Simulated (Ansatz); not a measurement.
Here is an Ansatz 0.2.0 calculation.

File input.yaml:

```yaml
crystal:
  lattice:
    - [4.99495987, 0.0, 0.0]
    - [0.0, 4.99495987, 0.0]
    - [0.0, 0.0, 3.40900096]
  atoms:
    - { symbol: Pb, position: [0.5, 0.5, 0.5] }
    - { symbol: Pb, position: [0.0, 0.0, 0.0] }
    - { symbol: O, position: [0.69257104, 0.69257104, 0.0] }
    - { symbol: O, position: [0.80742896, 0.19257104, 0.5] }
    - { symbol: O, position: [0.19257104, 0.80742896, 0.5] }
    - { symbol: O, position: [0.30742896, 0.30742896, 0.0] }
hamiltonian:
  xc: pbesol
  pseudopotentials: { kind: paw }
kpoints:
  mp_grid: { grid: [6, 6, 8] }
  band_path:
    path:
      - [[0.0, 0.0, 0.0], [0.0, 0.5, 0.0], [0.5, 0.5, 0.0], [0.0, 0.0, 0.0], [0.0, 0.0, 0.5], [0.0, 0.5, 0.5], [0.5, 0.5, 0.5], [0.0, 0.0, 0.5]]
      - [[0.0, 0.5, 0.0], [0.0, 0.5, 0.5]]
      - [[0.5, 0.5, 0.0], [0.5, 0.5, 0.5]]
    npoints: 14
scf:
  occupations: { method: fermi_dirac, width: 0.05 }
  n_extra_bands: 15
output:
  forces: true
  stress: true
  eigenvalues: true
  fatbands: true
  write_density: true
  write_potential: true
  elf: true
  volumetric_format: npy
```

Potentials or basis: Ansatz PAW.

Command:

```console
$ ansatz run input.yaml --threads 2 --pin off --max-ram 5632MiB --backend cpu --events-out ev --progress --plain --runs-dir out
```

(1) What does it give for the largest force?

(2) Predict the band gap along the path.

(3) Predict the pressure.

Results:

(1) 0.016 eV/Å.

(2) none (metal or under the smearing width).

(3) 0.2 GPa.

Caveat: the pressure holds a Pulay correction of +0.6 GPa for the finite cutoff; spin-orbit coupling is left out, which moves the levels of the heavy elements; the PAW data sets come from PBE, with cores solved anew for the run's functional, which leaves a small shift of forces and pressure.
